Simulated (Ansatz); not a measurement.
Born–Oppenheimer molecular dynamics of a periodic cell of 16 atoms, Li (start crystal Li, start structure bcc, volume 1 times the crystal's). It goes on from the last frame of an earlier run, with new velocities.

The calculation used DFT PBE, scalar-relativistic, plane waves, PAW in Ansatz 0.2.0. Settings: cutoff 420 eV, k mesh 2x2x2, fermi-dirac smearing 0.11 eV, no spin polarisation.

```yaml
ensemble: NVT, Langevin thermostat
time_step: 1.5 fs
steps_asked: 400
set_temperature: 1040 K
friction: 0.02 /fs
temperature_schedule: 300 steps to 300 K, then 100 steps to 300 K
seed: 262620
```

First frame:

```xyz
16
Lattice="6.9800 0.0000 0.0000 0.0000 6.9800 0.0000 0.0000 0.0000 6.9800" Properties=species:S:1:pos:R:3
Li -0.323 0.829 0.362
Li 2.583 -0.335 0.023
Li -1.214 3.951 -0.250
Li -0.249 -0.146 3.277
Li -0.618 2.835 2.021
Li 2.956 2.876 -0.330
Li 2.571 -0.022 2.829
Li 3.761 1.571 2.748
Li -0.428 3.697 4.306
Li 1.700 4.318 1.601
Li 1.292 2.090 4.791
Li 3.213 3.867 3.471
Li 4.626 5.462 1.463
Li 5.058 1.102 4.974
Li 1.211 5.527 5.247
Li 4.859 5.668 4.457
```

(1) What does the run give?

(2) What happens to the structure?

(3) How do temperature and energy run in time?

## Answers

(1) All steps were run.

- steps done: 400
- time covered: 600 fs
- mean temperature over the second half: 411 K
- spread of the potential energy over the second half: 11.5 meV per atom
- mean potential energy of the second half above the start: -138.9 meV per atom

The schedule's set-point averaged 362 K over the second half and the system 411 K. A run of 0.6 ps of so small a system gives no equilibrium averages. Limits of this set-up: coarse k mesh.

(2) Mean squared displacements from the first frame to the last, about the centre of mass: Li 0.92 Å². Another seed would give other details.

(3) 
```csv
time (fs),T (K),potential energy less start (eV)
0.0,975,0.000
19.5,924,0.101
39.0,885,-0.424
58.5,983,-0.626
78.0,975,-0.864
97.5,941,-0.823
117.0,820,-0.901
136.5,852,-1.071
156.0,815,-1.454
175.5,774,-1.538
195.0,826,-1.552
214.5,1010,-2.258
234.0,554,-1.874
253.5,587,-1.929
273.0,679,-2.071
292.5,529,-1.778
312.0,436,-1.756
331.5,548,-2.070
351.0,567,-2.132
370.5,433,-2.115
390.0,414,-2.186
409.5,574,-2.457
429.0,387,-2.206
448.5,285,-2.091
468.0,356,-2.312
487.5,483,-2.418
507.0,380,-2.269
526.5,265,-2.137
546.0,376,-2.399
565.5,285,-2.322
585.0,308,-2.396
```

Time of the run: 14 min on 1 thread of Intel(R) Xeon(R) Platinum 8488C (Sapphire Rapids) (shared host), peak memory 0.57 GiB.
